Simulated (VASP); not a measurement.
**A VASP 6.6.1 single-point calculation on BaTiO3**

INCAR

```
LCHARG = .FALSE.
ISIF = 2
IBRION = -1
GGA = PE
ENCUT = 400
NELM = 120
LREAL = .FALSE.
NSW = 0
PREC = Accurate
SIGMA = 0.02
LASPH = .TRUE.
LWAVE = .FALSE.
NBANDS = 28
EDIFF = 1E-7
ISMEAR = -1
```

KPOINTS

```
KPOINTS created by Atomic Simulation Environment
0
Gamma
6 6 6
0 0 0
```

POSCAR

```
Ba Ti O
 1.0000000000000000
     4.0340374855999999    0.0000000000000000    0.0000000000000000
     0.0000000000000000    4.0340374855999999    0.0000000000000000
     0.0000000000000000    0.0000000000000000    4.0340374855999999
 Ba  Ti  O
   1   1   3
Cartesian
  0.0000000000000000  0.0000000000000000  0.0000000000000000
  2.0170187427999999  2.0170187427999999  2.0170187427999999
  2.0170187427999999  2.0170187427999999  0.0000000000000000
  2.0170187427999999  0.0000000000000000  2.0170187427999999
  0.0000000000000000  2.0170187427999999  2.0170187427999999
```

The recommended PBE PAW datasets give the neutral cell 40 valence electrons.

Command

```
mpirun -np 1 vasp_std
```

Task: Predict the outcome of this run.

Result: It converged. Results: gap between bands v and c on the k mesh 1.70 eV; least direct gap on the k mesh 1.87 eV; pressure -4.8 GPa. Band v is the last that the valence electrons fill when counted band by band, and c is the next.

OSZICAR

```
N       E                     dE             d eps       ncg     rms          rms(c)
DAV:   1     0.369686810397E+03    0.36969E+03   -0.18097E+04  1128   0.128E+03
DAV:   2    -0.157946863475E+02   -0.38548E+03   -0.37073E+03  1360   0.375E+02
DAV:   3    -0.495401942432E+02   -0.33746E+02   -0.33533E+02  1612   0.114E+02
DAV:   4    -0.509922320172E+02   -0.14520E+01   -0.14492E+01  1616   0.197E+01
DAV:   5    -0.510338289890E+02   -0.41597E-01   -0.41593E-01  1500   0.252E+00    0.222E+01
DAV:   6    -0.402773124748E+02    0.10757E+02   -0.55625E+01  1540   0.638E+01    0.967E+00
DAV:   7    -0.402170372111E+02    0.60275E-01   -0.99042E+00  1456   0.223E+01    0.634E+00
DAV:   8    -0.400343934410E+02    0.18264E+00   -0.63039E-01  1348   0.676E+00    0.336E+00
DAV:   9    -0.400704682051E+02   -0.36075E-01   -0.38122E-01  1556   0.514E+00    0.173E+00
DAV:  10    -0.400421148239E+02    0.28353E-01   -0.24990E-01  1296   0.496E+00    0.730E-01
DAV:  11    -0.400333143646E+02    0.88005E-02   -0.32568E-02  1520   0.132E+00    0.146E-01
DAV:  12    -0.400335093855E+02   -0.19502E-03   -0.26734E-03  1336   0.438E-01    0.126E-01
DAV:  13    -0.400333569626E+02    0.15242E-03   -0.73672E-04  1248   0.283E-01    0.223E-02
DAV:  14    -0.400333527764E+02    0.41862E-05   -0.37616E-05  1420   0.483E-02    0.118E-02
DAV:  15    -0.400333528598E+02   -0.83398E-07   -0.81550E-06  1408   0.215E-02    0.266E-03
DAV:  16    -0.400333528329E+02    0.26959E-07   -0.37667E-07  1224   0.390E-03
   1 F= -.40033353E+02 E0= -.40033353E+02  d E =-.962212E-15
```

These settings aren't sound, so the numbers aren't properties of the crystal.

On sound settings PBE gives a gap of 1.70 eV on its mesh and a pressure of -0.1 GPa for the intended cell.
